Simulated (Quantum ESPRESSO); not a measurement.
# BAs (F-43m) in Quantum ESPRESSO: a series of runs

One crystal, BAs, is run at these levels: LDA; tasks: phonons.

Program: Quantum ESPRESSO 7.5. These are calculated values, not measurements. Logs are shortened: lines on timing, memory, paths and dates and some standing lists are left out, and cuts for length are marked.

### Step 1. The crystal as given

It takes space group F-43m (No. 216, cubic). The conventional cell has a = 4.777 Å, b = 4.777 Å, c = 4.777 Å, α = 90.00°, β = 90.00°, γ = 90.00°. As (site symmetry -43m) has 4 B at 2.07 Å as nearest neighbours. B (site symmetry -43m) is surrounded by 4 As at 2.07 Å.

### Step 2. Phonons, LDA

Contents of pw.in:

```
&CONTROL
  calculation = 'scf'
  prefix = 'pwscf'
  outdir = './tmp'
  pseudo_dir = './pseudo'
  tprnfor = .true.
  tstress = .true.
  disk_io = 'low'
/
&SYSTEM
  ibrav = 0
  nat = 2
  ntyp = 2
  ecutwfc = 80
  nbnd = 15
  occupations = 'smearing'
  smearing = 'fd'
  degauss = 0.00367493
/
&ELECTRONS
  conv_thr = 4d-10
  electron_maxstep = 120
  mixing_beta = 0.5
/
ATOMIC_SPECIES
As    74.9216 As.upf
B     10.8100 B.upf
CELL_PARAMETERS angstrom
   0.0000000000    2.3885000000    2.3885000000
   2.3885000000    0.0000000000    2.3885000000
   2.3885000000    2.3885000000    0.0000000000
ATOMIC_POSITIONS crystal
As     0.7500000000    0.7500000000    0.7500000000
B      0.0000000000    0.0000000000    0.0000000000
K_POINTS automatic
8 8 8 1 1 1
```

Contents of relax.in:

```
&CONTROL
  calculation = 'vc-relax'
  prefix = 'pwscf'
  outdir = './tmp'
  pseudo_dir = './pseudo'
  tprnfor = .true.
  tstress = .true.
  disk_io = 'low'
  nstep = 40
  forc_conv_thr = 0.0001
  etot_conv_thr = 1d-06
/
&SYSTEM
  ibrav = 0
  nat = 2
  ntyp = 2
  ecutwfc = 80
  nbnd = 15
  occupations = 'smearing'
  smearing = 'fd'
  degauss = 0.00367493
/
&ELECTRONS
  conv_thr = 4d-10
  electron_maxstep = 120
  mixing_beta = 0.5
/
&IONS
  ion_dynamics = 'bfgs'
/
&CELL
  cell_dynamics = 'bfgs'
  press = 0
  press_conv_thr = 0.2
/
ATOMIC_SPECIES
As    74.9216 As.upf
B     10.8100 B.upf
CELL_PARAMETERS angstrom
   0.0000000000    2.3885000000    2.3885000000
   2.3885000000    0.0000000000    2.3885000000
   2.3885000000    2.3885000000    0.0000000000
ATOMIC_POSITIONS crystal
As     0.7500000000    0.7500000000    0.7500000000
B      0.0000000000    0.0000000000    0.0000000000
K_POINTS automatic
8 8 8 1 1 1
```

Contents of scf2.in:

```
&CONTROL
  calculation = 'scf'
  prefix = 'pwscf'
  outdir = './tmp'
  pseudo_dir = './pseudo'
  tprnfor = .true.
  tstress = .true.
  disk_io = 'low'
/
&SYSTEM
  ibrav = 0
  nat = 2
  ntyp = 2
  ecutwfc = 80
  nbnd = 15
  occupations = 'fixed'
/
&ELECTRONS
  conv_thr = 1d-13
  electron_maxstep = 120
  mixing_beta = 0.5
  startingpot = 'file'
  startingwfc = 'file'
/
ATOMIC_SPECIES
As    74.9216 As.upf
B     10.8100 B.upf
CELL_PARAMETERS angstrom
   0.0000000000    2.3654571618    2.3654571618
   2.3654571618    0.0000000000    2.3654571618
   2.3654571618    2.3654571618    0.0000000000
ATOMIC_POSITIONS crystal
As     0.7500000000    0.7500000000    0.7500000000
B      0.0000000000    0.0000000000    0.0000000000
K_POINTS automatic
8 8 8 1 1 1
```

Contents of ph.in:

```
phonons of BAs
&INPUTPH
  prefix = 'pwscf'
  outdir = './tmp'
  tr2_ph = 1d-16
  fildyn = 'dyn'
  niter_ph = 60
  alpha_mix(1) = 0.7
  epsil = .true.
/
0.0000000000 0.0000000000 0.0000000000
```

Contents of dynmat.in:

```
&INPUT
  fildyn = 'dyn'
  asr = 'crystal'
  lperm = .true.
  filout = 'dynmat.eig'
/
```

Contents of dynmat_lo.in:

```
&INPUT
  fildyn = 'dyn'
  asr = 'crystal'
  filout = 'dynmat_lo.eig'
  q(1) = 0
  q(2) = 0
  q(3) = 1
/
```

Potentials or basis: PseudoDojo 0.4.1 SR LDA standard.

Launch:

```bash
> OMP_NUM_THREADS=1 pw.x -in pw.in > pw.out
> OMP_NUM_THREADS=1 pw.x -in relax.in > relax.out
> OMP_NUM_THREADS=1 pw.x -in scf2.in > scf2.out
> OMP_NUM_THREADS=1 ph.x -in ph.in > ph.out
> OMP_NUM_THREADS=1 dynmat.x -in dynmat.in > dynmat.out
> OMP_NUM_THREADS=1 dynmat.x -in dynmat_lo.in > dynmat_lo.out
```

pw.out:

```text
This program is part of the open-source Quantum ESPRESSO suite
     for quantum simulation of materials; please cite
[... 9 lines left out ...]
     --------------------
     sticks:   dense  smooth     PW     G-vecs:    dense   smooth      PW
     Sum         913     913    283                17933    17933    3119

     Using Slab Decomposition

     bravais-lattice index     =            0
     lattice parameter (alat)  =       6.3832  a.u.
     unit-cell volume          =     183.9087 (a.u.)^3
     number of atoms/cell      =            2
     number of atomic types    =            2
     number of electrons       =        18.00
     number of Kohn-Sham states=           15
     kinetic-energy cutoff     =      80.0000  Ry
     charge density cutoff     =     320.0000  Ry
     scf convergence threshold =      4.0E-10
     mixing beta               =       0.5000
     number of iterations used =            8  plain     mixing
     Exchange-correlation= SLA  PW   NOGX NOGC
                           (   1   4   0   0   0   0   0)

     celldm(1)=   6.383210  celldm(2)=   0.000000  celldm(3)=   0.000000
     celldm(4)=   0.000000  celldm(5)=   0.000000  celldm(6)=   0.000000

     crystal axes: (cart. coord. in units of alat)
               a(1) = (   0.000000   0.707107   0.707107 )
               a(2) = (   0.707107   0.000000   0.707107 )
               a(3) = (   0.707107   0.707107   0.000000 )

     reciprocal axes: (cart. coord. in units 2 pi/alat)
               b(1) = ( -0.707107  0.707107  0.707107 )
               b(2) = (  0.707107 -0.707107  0.707107 )
               b(3) = (  0.707107  0.707107 -0.707107 )

     PseudoPot. # 1 for As read from file:
     As.upf
     Pseudo is Norm-conserving + core correction, Zval = 15.0
     Generated using ONCVPSP code by D. R. Hamann
     Using radial grid of 1326 points,  6 beta functions with:
                l(1) =   0
                l(2) =   0
                l(3) =   1
                l(4) =   1
                l(5) =   2
                l(6) =   2

     PseudoPot. # 2 for B  read from file:
     B.upf
     Pseudo is Norm-conserving + core correction, Zval =  3.0
     Generated using ONCVPSP code by D. R. Hamann
     Using radial grid of 1498 points,  4 beta functions with:
                l(1) =   0
                l(2) =   0
                l(3) =   1
                l(4) =   1

     atomic species   valence    mass     pseudopotential
     As               15.00    74.92160     As( 1.00)
     B                 3.00    10.81000     B ( 1.00)

     24 Sym. Ops. (no inversion) found

   Cartesian axes

     site n.     atom                  positions (alat units)
         1        As     tau(   1) = (   1.0606602   1.0606602   1.0606602  )
         2        B      tau(   2) = (   0.0000000   0.0000000   0.0000000  )

     number of k points=    60  Fermi-Dirac smearing, width (Ry)=  0.0037
                       cart. coord. in units 2pi/alat
        k(    1) = (   0.0441942   0.0441942   0.0441942), wk =   0.0078125
        k(    2) = (   0.1325825   0.1325825  -0.0441942), wk =   0.0234375
        k(    3) = (   0.2209709   0.2209709  -0.1325825), wk =   0.0234375
        k(    4) = (   0.3093592   0.3093592  -0.2209709), wk =   0.0234375
        k(    5) = (  -0.3093592  -0.3093592   0.3977476), wk =   0.0234375
        k(    6) = (  -0.2209709  -0.2209709   0.3093592), wk =   0.0234375
[... 52 lines left out ...]
        k(   59) = (   0.3093592   0.3093592   0.3093592), wk =   0.0078125
        k(   60) = (  -0.3093592  -0.3093592   0.9280777), wk =   0.0234375

     Dense  grid:    17933 G-vectors     FFT dimensions: (  40,  40,  40)

     Initial potential from superposition of free atoms

     starting charge      17.9996, renormalised to      18.0000
     Starting wfcs are   13 randomized atomic wfcs +    2 random wfcs

     Self-consistent Calculation

     iteration #  1     ecut=    80.00 Ry     beta= 0.50
     Davidson diagonalization with overlap
     ethr =  1.00E-02,  avg # of iterations =  5.5

     Threshold (ethr) on eigenvalues was too large:
     Diagonalizing with lowered threshold

     Davidson diagonalization with overlap
     ethr =  8.60E-04,  avg # of iterations =  1.1

     total energy              =    -217.84040884 Ry
     estimated scf accuracy    <       0.15609553 Ry

     iteration #  2     ecut=    80.00 Ry     beta= 0.50
     Davidson diagonalization with overlap
     ethr =  8.67E-04,  avg # of iterations =  2.1

     total energy              =    -217.86922854 Ry
     estimated scf accuracy    <       0.01150520 Ry

     iteration #  3     ecut=    80.00 Ry     beta= 0.50
     Davidson diagonalization with overlap
     ethr =  6.39E-05,  avg # of iterations =  3.6

     total energy              =    -217.87007084 Ry
     estimated scf accuracy    <       0.00147488 Ry

     iteration #  4     ecut=    80.00 Ry     beta= 0.50
     Davidson diagonalization with overlap
     ethr =  8.19E-06,  avg # of iterations =  3.8

     total energy              =    -217.87015657 Ry
     estimated scf accuracy    <       0.00003039 Ry

     iteration #  5     ecut=    80.00 Ry     beta= 0.50
     Davidson diagonalization with overlap
     ethr =  1.69E-07,  avg # of iterations =  2.5
[... 8 lines left out ...]
     total energy              =    -217.87016214 Ry
     estimated scf accuracy    <       0.00000011 Ry

     iteration #  7     ecut=    80.00 Ry     beta= 0.50
     Davidson diagonalization with overlap
     ethr =  5.92E-10,  avg # of iterations =  2.1

     total energy              =    -217.87016216 Ry
     estimated scf accuracy    <          7.5E-09 Ry

     iteration #  8     ecut=    80.00 Ry     beta= 0.50
     Davidson diagonalization with overlap
     ethr =  4.17E-11,  avg # of iterations =  1.9

     total energy              =    -217.87016216 Ry
     estimated scf accuracy    <          4.7E-10 Ry

     iteration #  9     ecut=    80.00 Ry     beta= 0.50
     Davidson diagonalization with overlap
     ethr =  2.59E-12,  avg # of iterations =  2.2

     End of self-consistent calculation

          k = 0.0442 0.0442 0.0442 (  2193 PWs)   bands (ev):

   -24.8992 -24.8990 -24.8990 -24.8776 -24.8776  -4.2683  10.4281  10.9313
    10.9313  14.4370  14.4929  14.4929  16.0773  20.7025  23.6218

          k = 0.1326 0.1326-0.0442 (  2203 PWs)   bands (ev):

   -24.8988 -24.8979 -24.8971 -24.8778 -24.8771  -3.9300   8.5725   9.8011
    10.7285  14.5896  14.8142  15.4122  17.4043  21.8443  21.9649

          k = 0.2210 0.2210-0.1326 (  2208 PWs)   bands (ev):

   -24.8976 -24.8954 -24.8949 -24.8774 -24.8762  -3.1164   5.6929   9.1225
    10.0246  14.3424  15.5846  16.0820  18.8937  21.7954  22.3828

          k = 0.3094 0.3094-0.2210 (  2219 PWs)   bands (ev):

   -24.8964 -24.8938 -24.8937 -24.8760 -24.8753  -1.9992   3.2744   8.8099
     9.4206  14.1101  15.9067  15.9660  19.8413  22.8710  23.4590

          k =-0.3094-0.3094 0.3977 (  2227 PWs)   bands (ev):

   -24.8961 -24.8936 -24.8932 -24.8754 -24.8749  -1.4657   2.4065   8.8761
     9.1111  14.0413  15.7301  16.0891  19.9587  23.3633  25.0863

          k =-0.2210-0.2210 0.3094 (  2214 PWs)   bands (ev):

   -24.8969 -24.8941 -24.8937 -24.8767 -24.8753  -2.3779   3.9829   9.1634
     9.2869  14.1508  15.6326  16.3258  19.4906  22.3505  23.3837
[... 86 lines left out ...]
          k = 0.0442-0.4861 0.5745 (  2228 PWs)   bands (ev):

   -24.8993 -24.8884 -24.8854 -24.8806 -24.8740  -0.2976   3.0720   5.2253
     7.3570  13.4600  16.5981  19.5010  20.4905  21.9859  25.0885

          k = 0.1326-0.3977 0.4861 (  2230 PWs)   bands (ev):

   -24.8962 -24.8922 -24.8888 -24.8776 -24.8752  -0.9152   2.9135   6.2276
     8.1875  14.2867  16.7907  18.3898  19.9329  21.4915  24.3894

          k = 0.2210-0.3094 0.3977 (  2223 PWs)   bands (ev):

   -24.8961 -24.8935 -24.8924 -24.8762 -24.8749  -1.5694   2.8104   8.2263
     8.9910  14.4391  15.6452  16.6036  19.9477  22.8272  24.4051

          k =-0.6629 0.0442 0.0442 (  2230 PWs)   bands (ev):

   -24.9040 -24.8842 -24.8840 -24.8833 -24.8719  -0.3258   2.8156   6.7607
     7.0519  12.4590  12.9319  22.0266  22.0326  23.5897  27.7787

          k =-0.5745 0.1326-0.0442 (  2222 PWs)   bands (ev):

   -24.9022 -24.8867 -24.8853 -24.8820 -24.8728  -0.9154   3.6477   6.4616
     7.1359  13.0516  14.2558  20.0075  21.2249  23.2718  26.8608

          k =-0.4861 0.2210-0.1326 (  2226 PWs)   bands (ev):

   -24.8986 -24.8909 -24.8887 -24.8792 -24.8741  -1.3967   3.6319   6.7579
     7.9713  13.9363  16.8569  17.6470  19.0787  22.8180  25.7200

          k =-0.4861 0.0442 0.0442 (  2223 PWs)   bands (ev):

   -24.9030 -24.8874 -24.8873 -24.8819 -24.8731  -1.8418   4.8824   7.3588
     7.5732  12.4918  14.1839  20.0673  20.1901  22.7511  26.7130

          k =-0.3977 0.1326-0.0442 (  2217 PWs)   bands (ev):

   -24.9008 -24.8911 -24.8902 -24.8801 -24.8742  -2.4679   5.6226   7.5266
     8.3551  13.4920  15.7483  17.7834  18.8438  22.2693  25.1327

          k =-0.3094 0.0442 0.0442 (  2225 PWs)   bands (ev):

   -24.9011 -24.8932 -24.8931 -24.8797 -24.8752  -3.2622   7.3598   8.7361
     8.7823  13.1192  16.1525  17.5782  17.6749  21.1373  23.8829

          k = 0.1326 0.1326 0.1326 (  2208 PWs)   bands (ev):

   -24.8984 -24.8971 -24.8971 -24.8773 -24.8773  -3.7638   7.6135  10.2591
    10.2591  14.2740  15.3536  15.3536  17.9949  22.0275  22.4008

          k = 0.2210 0.2210 0.0442 (  2219 PWs)   bands (ev):

   -24.8979 -24.8957 -24.8949 -24.8781 -24.8762  -3.2714   6.6203   8.2576
    10.2547  14.8948  15.4701  16.2486  18.1201  21.1602  22.9026

          k = 0.3094 0.3094-0.0442 (  2217 PWs)   bands (ev):

   -24.8962 -24.8937 -24.8929 -24.8777 -24.8756  -2.3454   4.9517   6.8112
     9.5226  14.8354  16.4657  17.0782  18.4108  21.2867  23.4785

          k =-0.3094-0.3094 0.5745 (  2225 PWs)   bands (ev):

   -24.8957 -24.8927 -24.8908 -24.8763 -24.8760  -1.2882   3.0669   6.6844
     8.7696  14.2918  16.9304  17.2309  20.0619  22.4009  23.1621

          k =-0.2210-0.2210 0.4861 (  2223 PWs)   bands (ev):
[... 99 lines left out ...]
          k =-0.1326-0.3094 0.7513 (  2231 PWs)   bands (ev):

   -24.8966 -24.8916 -24.8855 -24.8795 -24.8748  -0.3888   3.1997   5.2130
     7.1169  14.6896  17.4723  18.2022  19.5377  21.7803  25.0413

          k =-0.8397 0.2210 0.2210 (  2232 PWs)   bands (ev):

   -24.8978 -24.8900 -24.8883 -24.8787 -24.8745  -0.7811   2.9763   5.9511
     8.0583  13.5909  17.7105  18.6373  19.0397  22.1775  24.7357

          k = 0.3094 0.3094 0.3094 (  2225 PWs)   bands (ev):

   -24.8963 -24.8938 -24.8938 -24.8752 -24.8752  -1.7196   2.6760   9.2893
     9.2893  13.7631  15.8539  15.8539  19.8139  23.2770  24.9834

          k =-0.3094-0.3094 0.9281 (  2229 PWs)   bands (ev):

   -24.8958 -24.8932 -24.8921 -24.8758 -24.8752  -1.3207   2.5465   7.8642
     8.9232  14.3646  16.0077  16.5841  20.2069  23.0096  24.5571

     the Fermi energy is    11.6467 ev

!    total energy              =    -217.87016216 Ry
     estimated scf accuracy    <          2.8E-11 Ry
     smearing contrib. (-TS)   =      -0.00000000 Ry
     internal energy E=F+TS    =    -217.87016216 Ry

     The total energy is F=E-TS. E is the sum of the following terms:
     one-electron contribution =    -102.81207453 Ry
     hartree contribution      =      61.02961593 Ry
     xc contribution           =     -49.24558080 Ry
     ewald contribution        =    -126.84212275 Ry

     convergence has been achieved in   9 iterations

     Forces acting on atoms (cartesian axes, Ry/au):

     atom    1 type  1   force =     0.00000000    0.00000000    0.00000000
     atom    2 type  2   force =    -0.00000000   -0.00000000   -0.00000000

     Total force =     0.000000     Total SCF correction =     0.000000

     Computing stress (Cartesian axis) and pressure

          total   stress  (Ry/bohr**3)                   (kbar)     P=      -41.73
  -0.00028369  -0.00000000   0.00000000          -41.73       -0.00        0.00
  -0.00000000  -0.00028369  -0.00000000           -0.00      -41.73       -0.00
   0.00000000  -0.00000000  -0.00028369            0.00       -0.00      -41.73

=------------------------------------------------------------------------------=
   JOB DONE.
=------------------------------------------------------------------------------=
```

Run time: 21 min. Hardware: 1 thread of Arm Neoverse N1, shared host; peak memory 0.07 GiB.

Results:

```yaml
Free_energy: -2964.2841 eV
Relaxed_volume: 13.24 Å³/atom
Relaxed_cell: a = 3.345 Å, b = 3.345 Å, c = 3.345 Å, α = 60.00°, β = 60.00°, γ = 60.00°
Space_group_after_relaxing_to_0.05_Å: F-43m (No. 216)
Pressure_after_relaxing: -0.1 GPa
Electronic_dielectric_tensor_diagonal: 9.60
Born_charges_mean_of_the_diagonal: As +0.54; B -0.54 e
Highest_phonon_frequency_at_Γ_LO-TO_splitting_left_out: 701 cm⁻¹
Static_dielectric_tensor_diagonal: 9.72
```

The path:
```csv
step,energy change (eV),largest force (eV/Å),pressure (GPa),volume (Å³)
1,0.0000,0.0000,-4.17,27.25
2,-0.0096,0.0000,-1.15,26.68
3,-0.0104,0.0000,0.04,26.46
4,-0.0104,0.0000,0.00,26.47
```

Final structure:
```
As B
1.0
     0.00000    2.36546    2.36546
     2.36546    0.00000    2.36546
     2.36546    2.36546    0.00000
As B
1 1
Direct
  0.75000 0.75000 0.75000
  0.00000 0.00000 0.00000
```

Levels at points of the mesh, in eV from the valence-band top:
| k point | band 7 | band 8 | band 9 | band 10 | band 11 | band 12 |
| --- | --- | --- | --- | --- | --- | --- |
| (0.06, 0.06, 0.06) | -0.51 | 0.00 | 0.00 | 3.58 | 3.61 | 3.61 |

Phonon frequencies in cm⁻¹ (negative: imaginary):
```tsv
q point	frequencies
(0.000, 0.000, 0.000)	4 4 4 701 701 701
```

Electronic dielectric tensor:
```
9.60 0.00 0.00
0.00 9.60 0.00
0.00 0.00 9.60
```

Born effective charge tensors (e):
atom 1, As
```
0.54 0.00 0.00
0.00 0.54 0.00
0.00 0.00 0.54
```
atom 2, B
```
-0.54  0.00  0.00
 0.00 -0.54  0.00
 0.00  0.00 -0.54
```

Optical modes at Γ, degenerate ones joined, polar ones without the macroscopic field:
```csv
cm⁻¹,components,symmetry,active in,"IR intensity, summed ((D/Å)²/amu)"
701,3,T2,IR and Raman,2.13
```

Zone-centre frequencies without and with the macroscopic field along z (cm⁻¹):
|  | optical modes in rising order |
| --- | --- |
| without | 701 701 701 |
| with the field | 701 701 705 |

Static dielectric tensor, electrons and zone-centre modes:
```
9.72 0.00 0.00
0.00 9.72 0.00
0.00 0.00 9.72
```

(Part 1 of 2 ends here.)
